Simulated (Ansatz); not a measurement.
Born–Oppenheimer molecular dynamics of a periodic cell of 33 atoms, Ba6Ti6H2O19 (surface BaTiO3(110), adsorbate H2O, incident energy 0.8 eV, 0° from the normal). It starts from an unrelaxed structure (largest force component 6.65 eV/Å).

Theory: DFT PBEsol, scalar-relativistic, plane waves, PAW (Ansatz). Settings: accuracy low, cutoff 420 eV, k mesh 1x2x1, fermi-dirac smearing 0.02 eV, no spin polarisation.

```yaml
ensemble: NVE (velocity Verlet)
time_step: 0.5 fs
steps_asked: 80
starting_velocities: zero, but for any typed in the input
atoms_held: 1, 2, 5, 6, 7, 10, 11, 12, 15
seed: 271685
```

First frame:

```xyz
33
Lattice="9.7930 0.0000 0.0000 0.0000 6.9539 0.0000 0.0000 0.0000 18.2642" Properties=species:S:1:pos:R:3
Ba 0.000 0.000 1.000
Ti 3.264 5.884 1.000
O 2.462 6.859 2.390
O 7.359 6.859 2.437
O 4.869 6.859 1.000
Ba 6.529 4.636 1.000
Ti 0.000 3.566 1.000
O 8.991 4.541 2.390
O 4.094 4.541 2.437
O 1.605 4.541 1.000
Ba 3.264 2.318 1.000
Ti 6.529 1.248 1.000
O 5.726 2.223 2.390
O 0.830 2.223 2.437
O 8.133 2.223 1.000
Ba 4.896 0.000 3.827
Ti 8.161 5.884 3.827
O 7.359 6.859 5.217
O 2.462 6.859 5.264
O 9.766 6.859 3.827
Ba 1.632 4.636 3.827
Ti 4.896 3.566 3.827
O 4.094 4.541 5.217
O 8.991 4.541 5.264
O 6.501 4.541 3.827
Ba 8.161 2.318 3.827
Ti 1.632 1.248 3.827
O 0.830 2.223 5.217
O 5.726 2.223 5.264
O 3.237 2.223 3.827
O 5.045 6.962 8.754
H 4.402 6.278 8.954
H 5.895 6.565 8.954
```

**Question.** What does the run give?

**Answer.** The run went to its last step.

| Item | Value |
| --- | --- |
| steps done | 80 |
| time covered | 40 fs |
| mean temperature over the second half | 3319 K |
| spread of the potential energy over the second half | 49.7 meV per atom |
| mean potential energy of the second half above the start | -287.9 meV per atom |

The conserved energy stayed within 0.2 meV per atom of its start (net change -0.035 meV per atom), so the integration is sound. A run of 0.04 ps of so small a system gives no equilibrium averages. Limits of this set-up: coarse k mesh, thin slab, slab without dipole correction, no dispersion correction for a molecule that may bind weakly, low accuracy level.

**Question.** What happens to the structure?

**Answer.** Mean squared displacements from the first frame to the last: Ba 0.01 Å², Ti 0.04 Å², O 0.41 Å², H 3.90 Å². The details hang on the random start.

**Question.** How do temperature and energy run in time?

**Answer.** 
| time (fs) | T (K) | potential energy less start (eV) | conserved less start (meV/atom) |
| --- | --- | --- | --- |
| 0.0 | 258 | 0.000 | 0.00 |
| 3.0 | 434 | -0.546 | -0.01 |
| 6.0 | 928 | -2.078 | -0.02 |
| 9.0 | 1665 | -4.368 | -0.04 |
| 12.0 | 2534 | -7.062 | -0.08 |
| 15.0 | 3311 | -9.475 | -0.13 |
| 18.0 | 3745 | -10.823 | -0.14 |
| 21.0 | 3799 | -10.991 | -0.14 |
| 24.0 | 3643 | -10.506 | -0.11 |
| 27.0 | 3509 | -10.087 | -0.07 |
| 30.0 | 3576 | -10.299 | -0.13 |
| 33.0 | 3535 | -10.172 | -0.20 |
| 36.0 | 2994 | -8.494 | -0.16 |
| 39.0 | 2115 | -5.764 | -0.07 |

Time of the run: 17 min on 2 CPU threads of a shared host.
